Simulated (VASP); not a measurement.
A VASP 6.6.1 relaxation on MgS

INCAR

```
PREC = Accurate
SIGMA = 0.02
EDIFFG = -5E-3
LWAVE = .FALSE.
ISMEAR = -1
NELM = 120
EDIFF = 1E-7
GGA = PE
LCHARG = .FALSE.
LASPH = .TRUE.
NBANDS = 11
LREAL = .FALSE.
ENCUT = 600
IBRION = 2
NSW = 40
ISIF = 3
```

KPOINTS

```
KPOINTS created by Atomic Simulation Environment
0
Gamma
8 8 8
0 0 0
```

POSCAR

```
Mg S
 1.0000000000000000
     0.0000000000000000    2.7085810529000001    2.7085810529000001
     2.7085810529000001    0.0000000000000000    2.7085810529000001
     2.7085810529000001    2.7085810529000001    0.0000000000000000
 Mg  S
   1   1
Cartesian
  0.0000000000000000  0.0000000000000000  0.0000000000000000
  1.3542905264500000  1.3542905264500000  1.3542905264500000
```

The recommended PBE PAW datasets give the neutral cell 8 valence electrons.

Command

```
mpirun -np 1 vasp_std
```

OSZICAR

```
N       E                     dE             d eps       ncg     rms          rms(c)
DAV:   1     0.274836337135E+02    0.27484E+02   -0.38177E+03   646   0.667E+02
DAV:   2    -0.700259575199E+01   -0.34486E+02   -0.32895E+02   769   0.107E+02
DAV:   3    -0.877342803354E+01   -0.17708E+01   -0.17680E+01   791   0.268E+01
DAV:   4    -0.878572669744E+01   -0.12299E-01   -0.12298E-01   720   0.260E+00
DAV:   5    -0.878586804565E+01   -0.14135E-03   -0.14135E-03   794   0.277E-01    0.442E+00
DAV:   6    -0.831159940629E+01    0.47427E+00   -0.10694E+00   677   0.405E+00    0.351E+00
DAV:   7    -0.826931417133E+01    0.42285E-01   -0.28883E-01   743   0.227E+00    0.273E+00
DAV:   8    -0.827583937944E+01   -0.65252E-02   -0.19827E-02   698   0.868E-01    0.149E+00
DAV:   9    -0.827515457713E+01    0.68480E-03   -0.21570E-03   692   0.241E-01    0.373E-01
DAV:  10    -0.827531159659E+01   -0.15702E-03   -0.41583E-04   716   0.100E-01    0.777E-02
...
   4 F= -.84726203E+01 E0= -.84726203E+01  d E =-.197303E+00
       N       E                     dE             d eps       ncg     rms          rms(c)
DAV:   1    -0.847275928518E+01   -0.13900E-03   -0.21080E-03   671   0.223E-01    0.825E-02
DAV:   2    -0.847265303707E+01    0.10625E-03   -0.28618E-04   673   0.673E-02    0.278E-02
DAV:   3    -0.847264411406E+01    0.89230E-05   -0.60225E-05   737   0.336E-02    0.221E-02
DAV:   4    -0.847264426439E+01   -0.15033E-06   -0.48953E-07   719   0.450E-03    0.193E-02
DAV:   5    -0.847264553759E+01   -0.12732E-05   -0.42668E-07   695   0.391E-03    0.265E-03
DAV:   6    -0.847264543351E+01    0.10408E-06   -0.12315E-08   352   0.726E-04    0.135E-03
DAV:   7    -0.847264541665E+01    0.16857E-07   -0.29380E-09   334   0.348E-04
   5 F= -.84726454E+01 E0= -.84726454E+01  d E =-.251061E-04
```

Standard output (part)

```
POSCAR found type information on POSCAR MgS
 POSCAR found :  2 types and       2 ions
 LDA part: xc-table for (Slater+PW92), standard interpolation
 POSCAR, INCAR and KPOINTS ok, starting setup
 WAVECAR not read
 entering main loop
 curvature:   0.00 expect dE= 0.000E+00 dE for cont linesearch  0.000E+00
 search vector abs. value=  0.565E+00
 bond charge predicted
 trial-energy change:   -0.180175  1 .order   -0.209665   -0.564691    0.145360
 bond charge predicted
 curvature:  -0.38 expect dE=-0.924E-05 dE for cont linesearch -0.924E-05
 ZBRENT: interpolating
 opt :   0.7633  next Energy=    -8.472648 (dE=-0.197E+00)
 bond charge predicted
 curvature:  -0.48 expect dE=-0.273E-04 dE for cont linesearch -0.273E-04
 ZBRENT: accuracy reached
 search vector abs. value=  0.572E-04
 bond charge predicted
 reached required accuracy - stopping structural energy minimisation
```

From OUTCAR

```
k-points           NKPTS =     29   k-points in BZ     NKDIM =     29   number of bands    NBANDS=     11

   NELECT =       8.0000    total number of electrons

   dimension x,y,z NGX =    32 NGY =   32 NGZ =   32
   dimension x,y,z NGXF=    64 NGYF=   64 NGZF=   64

  energy-cutoff  :      600.00
  volume of cell :       46.11
      direct lattice vectors                 reciprocal lattice vectors
     0.000000000  2.846054660  2.846054660    -0.175681798  0.175681798  0.175681798
     2.846054660 -0.000000000  2.846054660     0.175681798 -0.175681798  0.175681798
     2.846054660  2.846054660  0.000000000     0.175681798  0.175681798 -0.175681798

 k-points in reciprocal lattice and weights: KPOINTS created by Atomic Simulation Env
   0.00000000  0.00000000  0.00000000       0.002
   0.12500000  0.00000000  0.00000000       0.016
   0.25000000  0.00000000  0.00000000       0.016
   0.37500000  0.00000000  0.00000000       0.016
   0.50000000  0.00000000  0.00000000       0.008
   0.12500000  0.12500000  0.00000000       0.012
   0.25000000  0.12500000  0.00000000       0.047
   0.37500000  0.12500000  0.00000000       0.047
   ...

 E-fermi :   1.3703

 k-point     1 :       0.0000    0.0000    0.0000
  band No.  band energies     occupation
      1     -10.2509      2.00000
      2       0.9641      2.00000
      3       0.9641      2.00000
      4       0.9641      2.00000
      5       4.3429      0.00000
      6       8.8726      0.00000
      7       8.8726      0.00000
      8       8.8726      0.00000
      9      11.7616      0.00000
     10      11.7616      0.00000
     11      14.5545      0.00000

 k-point     2 :       0.1250    0.0000    0.0000
  band No.  band energies     occupation
      1     -10.1663      2.00000
      2       0.2930      2.00000
      3       0.9119      2.00000
      4       0.9119      2.00000
      5       4.9989      0.00000
      6       8.6779      0.00000
      7       9.0472      0.00000
      8       9.0472      0.00000
      9      11.3080      0.00000
     10      11.3080      0.00000
     11      14.0045      0.00000

 k-point     3 :       0.2500    0.0000    0.0000
  band No.  band energies     occupation
      1      -9.9478      2.00000
      2      -0.8578      2.00000
      3       0.7937      2.00000
      4       0.7937      2.00000
      5       5.8582      0.00000
      6       8.6906      0.00000
      7       9.0899      0.00000
      8       9.0899      0.00000
      9      11.3521      0.00000
     10      11.3521      0.00000
     11      13.1419      0.00000

 k-point     4 :       0.3750    0.0000    0.0000
  band No.  band energies     occupation
      1      -9.7042      2.00000
      2      -1.7647      2.00000
      3       0.6852      2.00000
      4       0.6852      2.00000
      5       6.0481      0.00000
      6       8.7459      0.00000
      7       8.7459      0.00000
      8       9.2441      0.00000
      9      12.6287      0.00000
     10      12.6287      0.00000
     11      13.1199      0.00000

 k-point     5 :       0.5000    0.0000    0.0000
  band No.  band energies     occupation
      1      -9.5941      2.00000
      2      -2.1080      2.00000
      3       0.6427      2.00000
      4       0.6427      2.00000
      5       6.0210      0.00000
      6       8.5794      0.00000
      7       8.5794      0.00000
      8       9.4931      0.00000
      9      13.7287      0.00000
     10      14.0758      0.00000
     11      14.0758      0.00000

 ...

  Total        0.0034080      0.0034080      0.0034080      0.0000000      0.0000000      0.0000000
  in kB        0.1184268      0.1184268      0.1184268      0.0000000      0.0000000      0.0000000
  external PRESSURE =       0.1184268 kB  Pullay stress =       0.0000000 kB

 POSITION                                       TOTAL-FORCE (eV/Angst)
 -----------------------------------------------------------------------------------
      0.00000      0.00000      0.00000         0.000000      0.000000     -0.000000
      1.42303      1.42303      1.42303        -0.000000     -0.000000      0.000000
 -----------------------------------------------------------------------------------
    total drift:                               -0.000000     -0.000000     -0.000000

  FREE ENERGIE OF THE ION-ELECTRON SYSTEM (eV)
  ---------------------------------------------------
  free  energy   TOTEN  =        -8.4726454167 eV

  energy  without entropy=       -8.4726454166  energy(sigma->0) =       -8.47264542
```

```
ionic step  ΔE (meV/atom)  volume (Å³)  largest force (eV/Å)  pressure (GPa)  electronic steps
         1            0.0        39.74                 0.000           11.26                13
         2          -90.1        48.33                 0.000           -2.38                10
         3          -98.7        46.06                 0.000            0.06                 9
         4          -98.7        46.20                 0.000           -0.10                 7
         5          -98.7        46.11                 0.000            0.01                 7
```

It converged. Results: relaxed cell vector lengths 4.025, 4.025, 4.025 Å; relaxed cell volume 46.11 Å³.

 The volume moved far on the plane waves of the start cell, so a restart from CONTCAR is due.

For comparison, a separate PBE relaxation on usual settings, not on those above, ends at 46.11 Å³.

The run above took about 21 s on one core of a shared host (Intel Xeon 6975P-C) and held 0.19 GiB at most.
